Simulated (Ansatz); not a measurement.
# 6-layer 2H-WS2 (2H stacking) in a perpendicular field, part 3 of 3

Wanted: the out-of-plane response of the 6-layer 2H-WS2 (2H stacking). A positive field points along +c.

Ansatz 0.2.0; plane-wave DFT, PBE-D3(BJ), Ansatz PAW.

So far. Step 6 (Single point, field 0.2 V/Å): The dipole is 0.294 e·Å, and the gap 0.491 eV.

**7. Single point, field 0.3 V/Å**

File input.yaml:

```yaml
crystal:
  lattice:
    - [3.1549065449, 0.0, 0.0]
    - [-1.5774532725, 2.7322292145, 0.0]
    - [0.0, 0.0, 51.5266677548]
  atoms:
    - { symbol: S, position: [0.3333333333, 0.6666666667, 0.1746668355] }
    - { symbol: W, position: [0.0, 0.0, 0.2052759583] }
    - { symbol: S, position: [0.3333333333, 0.6666666667, 0.2358479077] }
    - { symbol: S, position: [0.0, 0.0, 0.2926704694] }
    - { symbol: W, position: [0.3333333333, 0.6666666667, 0.3232290805] }
    - { symbol: S, position: [0.0, 0.0, 0.3537865577] }
    - { symbol: S, position: [0.3333333333, 0.6666666667, 0.4105306249] }
    - { symbol: W, position: [0.0, 0.0, 0.4410871392] }
    - { symbol: S, position: [0.3333333333, 0.6666666667, 0.4716434021] }
    - { symbol: S, position: [0.0, 0.0, 0.5283565979] }
    - { symbol: W, position: [0.3333333333, 0.6666666667, 0.5589128608] }
    - { symbol: S, position: [0.0, 0.0, 0.5894693751] }
    - { symbol: S, position: [0.3333333333, 0.6666666667, 0.6462134423] }
    - { symbol: W, position: [0.0, 0.0, 0.6767709195] }
    - { symbol: S, position: [0.3333333333, 0.6666666667, 0.7073295306] }
    - { symbol: S, position: [0.0, 0.0, 0.7641520923] }
    - { symbol: W, position: [0.3333333333, 0.6666666667, 0.7947240417] }
    - { symbol: S, position: [0.0, 0.0, 0.8253331645] }
kpoints:
  mp_grid: { grid: [18, 18, 1] }
  band_path:
    path: [[0, 0, 0], [0.5, 0, 0], [0.33333333, 0.33333333, 0], [0, 0, 0]]
    npoints: 16
hamiltonian:
  xc: pbe
  dispersion: d3bj
scf:
  occupations: { method: fermi_dirac, width: 0.02585 }
  convergence: { dr2_threshold: 1.0e-10 }
efield:
  axis: 3
  dipole_correction: true
  ramp_position: 0.97
  ramp_width: 0.06
  amplitude: 0.3
output:
  write_potential: true
  write_density: true
  volumetric_format: npy
```

Run with:

```sh
> ansatz run input.yaml --threads 4 --pin off --max-ram 16384MiB --backend cpu --events-out ev --progress --plain --runs-dir out
```

Numbers of over 12 decimals in the logs are rounded to 6 here.

Log:

```text
[...]
Crystal: 18 atoms, lattice volume = 444.156 Å³
Basis set: ecut = 420 eV, 8585 PW (Γ)
Bands: 96, of which v1, the nominal top of the filled ones, is band 78 counted from 1 (77 counted from 0)
Symmetry: 6 space group operations
k-points: 37 of 324 (time reversal used)
[...]
k-point 0: bands = [... 74 lower, 6.4588, 6.7351, 7.0350, 7.3978, 8.6561, 8.6561, 8.7669, 8.7669, ... 14 higher]
  k-point 1: bands = [... 74 lower, 6.4073, 6.6721, 6.9623, 7.3119, 8.5996, 8.6668, 8.7185, 8.7542, ... 14 higher]
  k-point 2: bands = [... 74 lower, 6.2378, 6.4806, 6.7469, 7.0626, 8.3621, 8.5408, 8.5909, 8.7385, ... 14 higher]
  k-point 36: bands = [... 74 lower, 6.2179, 6.4807, 6.7461, 7.0485, 7.6556, 7.9110, 8.1739, 8.4365, ... 14 higher]
[key lines of the parts left out:]
SCF converged after 16 iterations
Free energy (F): -73155.709090 eV
Fermi energy:    7.460946 eV
Dipole field:    D = 0.180893 V/Å  (p = 0.444012 e·Å, saw-weighted, corrected)
```

Elapsed: 2.6 min, on 4 threads of Arm Neoverse V1, shared host; peak memory 2.3 GiB.

The dipole is 0.444 e·Å, and the gap 0.173 eV.

**8. Response, atoms held**

This step: plane-wave DFT, PBE-D3(BJ), Ansatz PAW; response to a field along the normal, atoms held (Ansatz 0.2.0).

The dipoles give the slope, and the difference of two potentials shows where the field is screened.

This step gave:

* equivalent conductor thickness p/(ε₀AE): 30.90 Å
* distance between the outer atoms: 33.53 Å

Table of dipole of the cell by applied field:

| applied field (V/Å) | dipole of the cell (e·Å) |
| --- | --- |
| -0.100 | -0.147 |
| 0.000 | 1.2e-6 |
| 0.100 | 0.147 |
| 0.200 | 0.294 |
| 0.300 | 0.444 |

Local field over the applied field, running mean. From the potentials at -0.1 and 0.1 V/Å; running mean over 2.8 Å. The local field over applied field by z:

| z (Å) | local field over applied field |
| --- | --- |
| 5 | 0.996 |
| 6 | 0.965 |
| 7 | 0.803 |
| 8 | 0.494 |
| 9 | 0.198 |
| 10 | 0.0599 |
| 11 | 0.0497 |
| 12 | 0.130 |
| 13 | 0.254 |
| 14 | 0.269 |
| 15 | 0.162 |
| 16 | 0.0581 |
| 17 | 0.0449 |
| 18 | 0.119 |
| 19 | 0.247 |
| 20 | 0.271 |
| 21 | 0.172 |
| 22 | 0.0622 |
| 23 | 0.0427 |
| 24 | 0.110 |
| 25 | 0.240 |
| 26 | 0.271 |
| 27 | 0.181 |
| 28 | 0.0663 |
| 29 | 0.0411 |
| 30 | 0.102 |
| 31 | 0.233 |
| 32 | 0.274 |
| 33 | 0.192 |
| 34 | 0.0715 |
| 35 | 0.0400 |
| 36 | 0.0943 |
| 37 | 0.225 |
| 38 | 0.276 |
| 39 | 0.202 |
| 40 | 0.0793 |
| 41 | 0.0419 |
| 42 | 0.101 |
| 43 | 0.324 |
| 44 | 0.647 |
| 45 | 0.904 |
| 46 | 0.987 |

The induced electron density oscillates, so the rows of the table below give means over windows of 3.15 Å about each position, cut where the curve ends. Its maxima inside the range that stand out by 2 % of the span (Å: e/Å³ per V/Å): 8.0: 0.00365, 9.2: 0.00109, 11.2: 4.1e-4, 14.3: 0.00225, 17.3: 4.2e-4, 20.3: 0.00226, 23.3: 4.1e-4, 26.5: 0.00222, 29.3: 3.9e-4, 32.5: 0.00226, 35.6: 3.7e-4, 38.5: 0.00225, 41.7: 5.6e-4. Its minima: 8.9: 8.9e-4, 10.0: -5.4e-4, 13.0: -0.00225, 16.0: -4.2e-4, 19.0: -0.00226, 22.0: -4.2e-4, 25.2: -0.00222, 28.2: -4.1e-4, 31.1: -0.00214, 34.2: -4.2e-4, 37.4: -0.00221, 40.4: -4.1e-4, 43.5: -0.00365.

Electrons, planar mean, per unit field. Table of induced electron density by z; means over each step:

| z (Å) | induced electron density (e/Å³ per V/Å) |
| --- | --- |
| 5.58 | 2.1e-4 |
| 8.73 | 0.00142 |
| 11.88 | -6.7e-4 |
| 15.03 | 6.8e-4 |
| 18.18 | -6.9e-4 |
| 21.33 | 7.0e-4 |
| 24.48 | -6.2e-4 |
| 27.63 | 6.4e-4 |
| 30.78 | -5.1e-4 |
| 33.93 | 5.4e-4 |
| 37.08 | -3.8e-4 |
| 40.23 | 4.1e-4 |
| 43.38 | -0.00164 |

The smaller of the gaps on the path and on the k-mesh, counted as 0 under 0.03 eV. Table of gap by applied field:

| applied field (V/Å) | gap (eV) |
| --- | --- |
| -0.100 | 0.800 |
| 0.000 | 0.965 |
| 0.100 | 0.800 |
| 0.200 | 0.491 |
| 0.300 | 0.173 |

By hand: between -0.1 and 0.1 V/Å the dipole changes by 0.2944 e·Å, a slope of 1.472 e·Å²/V. A perfect conductor of thickness t has p = ε₀AEt, so t = 180.95 × 1.472 / 8.620 = 30.90 Å (e/ε₀ = 180.95 V·Å, A in Å²).

The induced dipole is that of a conductor 30.90 Å thick.

**9. What came out**

```
gap without field                          : 0.965 eV
ionisation energy, upper face              : 5.05 eV
electron affinity, upper face              : 4.08 eV
equivalent conductor thickness, atoms held : 30.9 Å
```

**Reading.** The induced dipole equals that of a perfect conductor 30.90 Å thick, while the outer atoms lie 33.53 Å apart; an out-of-plane ε follows only once a thickness t is chosen, by 1 − 1/ε = 30.90 Å / t. The gap goes from 0.97 eV to 0.17 eV at 0.3 V/Å. With the field reversed the gap is 0.80 eV at -0.1 V/Å. Semilocal functionals give gaps that are too small, and excitons are not included. Spin-orbit coupling is left out, which matters for the bands of elements this heavy.

[Logs are printed without paths, hosts, clocks, repeated set-up lines and the standing remarks that a program may print on its own settings, such as how far it seeks lower states.]

[Hosts, paths, dates, database ids (printed as entryN), source tags and the programs' standing remarks are cut or masked in the printed files.]

[Maps of the electrostatic potential energy from Ansatz leave out the sawtooth potential of an applied field or a dipole correction, so their vacuum need not be flat; planar profiles and work functions include it.]
